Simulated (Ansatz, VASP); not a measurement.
# One calculation of HfN, two programs

The input INCAR:

```
SYSTEM = HfN
ALGO = Normal
EDIFF = 1E-6
ENCUT = 520
GGA = PS
ISIF = 2
ISMEAR = 0
LASPH = .TRUE.
LCHARG = .FALSE.
LREAL = .FALSE.
LWAVE = .FALSE.
NBANDS = 23
NELM = 60
PREC = Accurate
SIGMA = 0.15
```

File KPOINTS:

```
k-points
0
G
  14 14 10
  0 0 0
```

POSCAR

```
HfN
1.0
    0.0000000000     -2.2508000098     -2.2508000098
    0.0000000000      2.2508000098     -2.2508000098
    4.5016000196      0.0000000000      0.0000000000
Hf N
2 2
Direct
    0.5144293410      0.4855706590      0.5000000000
   -0.0144293410      0.0144293410      0.0000000000
    0.4971942590      0.5028057410      0.0000000000
    0.0028057410     -0.0028057410      0.5000000000
```

Input for Ansatz:

```yaml
crystal:
  lattice:
    - [0.0, -2.2508000098, -2.2508000098]
    - [0.0, 2.2508000098, -2.2508000098]
    - [4.5016000196, 0.0, 0.0]
  atoms:
    - { symbol: Hf, position: [0.514429341, 0.485570659, 0.5] }
    - { symbol: Hf, position: [-0.014429341, 0.014429341, 0.0] }
    - { symbol: "N", position: [0.497194259, 0.502805741, 0.0] }
    - { symbol: "N", position: [0.002805741, -0.002805741, 0.5] }
basis:
  ecutwfc: 520.0
kpoints:
  mp_grid: { grid: [14, 14, 10] }
hamiltonian:
  xc: pbesol
  pseudopotentials: { kind: paw, azcp: { folder: soft_1 } }
scf:
  occupations: { method: gaussian, width: 0.15 }
output:
  forces: true
  stress: true
  eigenvalues: true
```

Change from the starting cell: mode 4 frozen in at -0.064 Å and mode 11 at -0.022 Å (largest displacements).

Alike in both runs: task single point; functional PBEsol; k mesh 14 × 14 × 10; occupations gaussian, width 0.15 eV; no spin polarisation.

|  | VASP | Ansatz |
| --- | --- | --- |
| version | VASP 6.6.1 | Ansatz 0.2.0 |
| potentials or method | VASP PAW PBE potentials, release 64 (Hf_pv, N) | scalar-relativistic, plane waves, PAW |
| plane-wave cutoff (eV) | 520 | 520 |
| valence electrons in the cell | 30 | 62 |

```tsv
	VASP	Ansatz	Ansatz less VASP
gap on the k mesh at the Fermi level (eV)	none	none	-
pressure (GPa)	-1.5	0.6	+2.15
largest component of the traceless stress (GPa)	1.07	1.09	+0.016
rms of the force components (eV/Å)	0.451	0.452	+0.0015
```

Atom by atom the forces differ by 0.005 eV/Å (rms over components). A gap of «none» marks a metal or a gap that the smearing closes. The two sets of potentials don't hold the same shells in valence. Ansatz warned: «pseudo_functional_mismatch».

Caveats: the PAW data sets were made with another functional, which shifts forces and pressure a little (VASP). The runs have no spin-orbit coupling, so splittings on Hf are missing.
